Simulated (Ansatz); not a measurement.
Density of states of SnTe (Fm-3m, a = 6.288 Å, b = 6.288 Å, c = 6.288 Å, α = 90.00°, β = 90.00°, γ = 90.00°), in states per eV and primitive cell, averaged over bins of 0.3 eV. Theory: Ansatz 0.2.0, DFT PBEsol, scalar-relativistic, plane waves, PAW.

Plane waves to 420 eV, a k mesh through Γ of 10×10×10 on the computed 2-atom cell and Gaussian smearing (0.01 eV); no spin polarisation.

The cell is relaxed at this level. The states (both spins) are summed by tetrahedra on a 15×15×15 mesh at the self-consistent density. Energies are bin centres; the table starts no lower than −8 eV and ends at 6 eV, or lower where the solved bands end.

The gap is 0.08 eV at this level, with the zero inside it.

```tsv
E − E_F (eV)	total	Sn 5p	Te 5p	Sn 5s	Te 5s
-7.90	1.34	0.02	0.40	0.87	0.04
-7.60	1.65	0.03	0.43	1.11	0.08
-7.30	1.14	0.03	0.27	0.75	0.09
-7.00	0.84	0.02	0.18	0.54	0.10
-6.70	0.50	0.01	0.10	0.31	0.08
-6.40	0.23	0.00	0.05	0.13	0.05
-6.10	0.16	0.00	0.03	0.09	0.03
-5.80	0.10	0.00	0.02	0.06	0.02
-5.50	0.27	0.09	0.11	0.05	0.02
-5.20	0.49	0.20	0.24	0.04	0.01
-4.90	0.65	0.27	0.34	0.03	0.01
-4.60	0.83	0.33	0.46	0.03	0.01
-4.30	1.00	0.38	0.56	0.03	0.01
-4.00	1.26	0.46	0.74	0.04	0.02
-3.70	1.65	0.57	1.01	0.04	0.02
-3.40	1.62	0.53	1.01	0.05	0.02
-3.10	1.63	0.49	1.04	0.06	0.02
-2.80	1.63	0.45	1.07	0.07	0.02
-2.50	1.63	0.40	1.11	0.08	0.03
-2.20	1.69	0.35	1.20	0.09	0.03
-1.90	1.42	0.24	1.03	0.11	0.02
-1.60	0.80	0.20	0.44	0.13	0.02
-1.30	1.10	0.23	0.63	0.20	0.02
-1.00	1.49	0.24	0.91	0.29	0.02
-0.70	0.80	0.16	0.43	0.18	0.02
-0.40	0.18	0.04	0.09	0.04	0.01
-0.10	0.00	0.00	0.00	0.00	0.00
0.20	0.18	0.12	0.02	0.01	0.03
0.50	1.06	0.84	0.08	0.01	0.10
0.80	1.78	1.40	0.17	0.02	0.13
1.10	1.43	1.04	0.22	0.03	0.09
1.40	1.19	0.80	0.25	0.03	0.06
1.70	1.13	0.72	0.27	0.03	0.05
2.00	1.13	0.69	0.30	0.04	0.04
2.30	1.38	0.69	0.33	0.04	0.04
2.60	1.69	0.71	0.37	0.04	0.03
2.90	1.30	0.64	0.35	0.03	0.02
3.20	2.13	0.97	0.53	0.03	0.02
3.50	1.45	0.62	0.39	0.02	0.01
3.80	1.35	0.57	0.35	0.01	0.01
4.10	1.55	0.60	0.37	0.01	0.01
```

The columns after the total are the Löwdin projections on the occupied valence shells of the potentials. The rest of the total lies in shells that are empty in the free atom, which aren't projected, and between the atoms.

Spin-orbit coupling is left out, which matters for the bands of heavy elements.